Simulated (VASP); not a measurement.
All values below come from PBEsol GGA, VASP's PBE PAW potentials (set 64) (plane waves; VASP).

A VASP calculation is set up with these files.

INCAR:
```
SYSTEM = CsCl
PREC = Accurate; ENCUT = 400; LREAL = F
LASPH = T; ICHARG = 11
EDIFF = 1E-7; NELM = 100; ALGO = Normal
LMAXMIX = 4
ISMEAR = 0; SIGMA = 0.05
GGA = PS
LWAVE = F; LCHARG = F; LORBIT = 11
```

**KPOINTS**
```
k-points along high-symmetry lines
15
Line-mode
Reciprocal
  0.000000   0.000000   0.000000 ! GAMMA
  0.000000   0.500000   0.000000 ! X

  0.000000   0.500000   0.000000 ! X
  0.500000   0.500000   0.000000 ! M

  0.500000   0.500000   0.000000 ! M
  0.000000   0.000000   0.000000 ! GAMMA

  0.000000   0.000000   0.000000 ! GAMMA
  0.500000   0.500000   0.500000 ! R

  0.500000   0.500000   0.500000 ! R
  0.000000   0.500000   0.000000 ! X

  0.500000   0.500000   0.500000 ! R
  0.500000   0.500000   0.000000 ! M
```

**POSCAR**
```
CsCl
1.0
  4.0723852899   0.0000000000   0.0000000000
  0.0000000000   4.0723852899   0.0000000000
  0.0000000000   0.0000000000   4.0723852899
Cs Cl
1 1
Cart
  0.0000000000   0.0000000000   0.0000000000
  2.0361926449   2.0361926449   2.0361926449
```

POTCAR, in this order: Cs_sv Cl (PBE.64 set). Program: vasp_std. Read from the step before: CHGCAR.

The run wrote:

### OUTCAR
```
 ion  position               nearest neighbor table
   1  0.000  0.000  0.000-
   2  0.500  0.500  0.500-
  LATTYP: Found a simple cubic cell.
 ALAT       =     4.0723852899
 Subroutine PRICEL returns:
 Original cell was already a primitive cell.
 Subroutine GETGRP returns: Found 48 space group operations
The static configuration has the point symmetry O_h .
The dynamic configuration has the point symmetry O_h .
 Subroutine INISYM returns: Found 48 space group operations
   k-points           NKPTS =     90   k-points in BZ     NKDIM =     90   number of bands    NBANDS=     12
   number of dos      NEDOS =    301   number of ions     NIONS =      2
   total plane-waves  NPLWV =  21952
   dimension x,y,z NGX =    28 NGY =   28 NGZ =   28
   dimension x,y,z NGXF=    56 NGYF=   56 NGZF=   56
   ions per type =               1   1
   PREC   = accura    normal or accurate (medium, high low for compatibility)
   ISTART =      0    job   : 0-new  1-cont  2-samecut
   ICHARG =     11    charge: 1-file 2-atom 10-const
   ISPIN  =      1    spin polarized calculation?
   LNONCOLLINEAR =      F non collinear calculations
   LSORBIT =      F    spin-orbit coupling
   INIWAV =      1    electr: 0-lowe 1-rand  2-diag
   ENCUT  =  400.0 eV  29.40 Ry    5.42 a.u.   6.64  6.64  6.64*2*pi/ulx,y,z
...
```

OSZICAR:
```
       N       E                     dE             d eps       ncg     rms          rms(c)
DAV:   1     0.826042517808E+02    0.82604E+02   -0.60884E+03  2160   0.943E+02
DAV:   2    -0.108138783629E+01   -0.83686E+02   -0.77730E+02  3180   0.173E+02
DAV:   3    -0.685095958524E+01   -0.57696E+01   -0.57425E+01  2580   0.519E+01
DAV:   4    -0.691010970590E+01   -0.59150E-01   -0.59112E-01  2552   0.634E+00
DAV:   5    -0.691092653128E+01   -0.81683E-03   -0.81671E-03  2676   0.715E-01
DAV:   6    -0.691094619943E+01   -0.19668E-04   -0.19667E-04  2536   0.108E-01
DAV:   7    -0.691094680640E+01   -0.60696E-06   -0.60691E-06  2696   0.169E-02
DAV:   8    -0.691094682760E+01   -0.21207E-07   -0.21199E-07  2316   0.292E-03
   1 F= -.69109468E+01 E0= -.69109468E+01  d E =-.111062E-12
```

File OUTCAR:
```
 val. band max:       -0.2105495343   @ k =   0.0000   0.0000   0.0000

 cond. band min:       5.0028774576   @ k =   0.0000   0.0000   0.0000



 k-point     1 :       0.0000    0.0000    0.0000
  band No.  band energies     occupation
      1     -19.5385      2.00000
      2     -12.4206      2.00000
      3      -5.9823      2.00000
      4      -5.9823      2.00000
      5      -5.9823      2.00000
      6      -0.2105      2.00000
      7      -0.2105      2.00000
      8      -0.2105      2.00000
      9       5.0029      0.00000
     10       5.0072      0.00000
     11       5.0072      0.00000
     12       9.9171      0.00000

 k-point     2 :       0.0000    0.0357    0.0000
  band No.  band energies     occupation
      1     -19.5373      2.00000
      2     -12.4213      2.00000
      3      -5.9908      2.00000
      4      -5.9803      2.00000
      5      -5.9803      2.00000
      6      -0.2318      2.00000
      7      -0.2139      2.00000
      8      -0.2139      2.00000
      9       5.0164      0.00000
     10       5.0356      0.00000
     11       5.0427      0.00000
     12       9.9097      0.00000

 k-point     3 :       0.0000    0.0714    0.0000
  band No.  band energies     occupation
      1     -19.5338      2.00000
      2     -12.4232      2.00000
      3      -6.0158      2.00000
      4      -5.9743      2.00000
      5      -5.9743      2.00000
      6      -0.2932      2.00000
      7      -0.2238      2.00000
      8      -0.2238      2.00000
      9       5.0438      0.00000
     10       5.1264      0.00000
     11       5.1527      0.00000
     12       9.8727      0.00000

 k-point     4 :       0.0000    0.1071    0.0000
  band No.  band energies     occupation
      1     -19.5280      2.00000
      2     -12.4265      2.00000
      3      -6.0553      2.00000
      4      -5.9647      2.00000
      5      -5.9647      2.00000
      6      -0.3885      2.00000
      7      -0.2399      2.00000
...
```

The density is held fixed in this step, so its total energy and stress have no physical meaning. Unless said otherwise, spin-orbit coupling is left out, though it shifts the bands of the heavy elements here.

The structure comes from a measured CsCl entry (Pm-3m) of the Crystallography Open Database, whose conditions weren't checked. It was relaxed first.
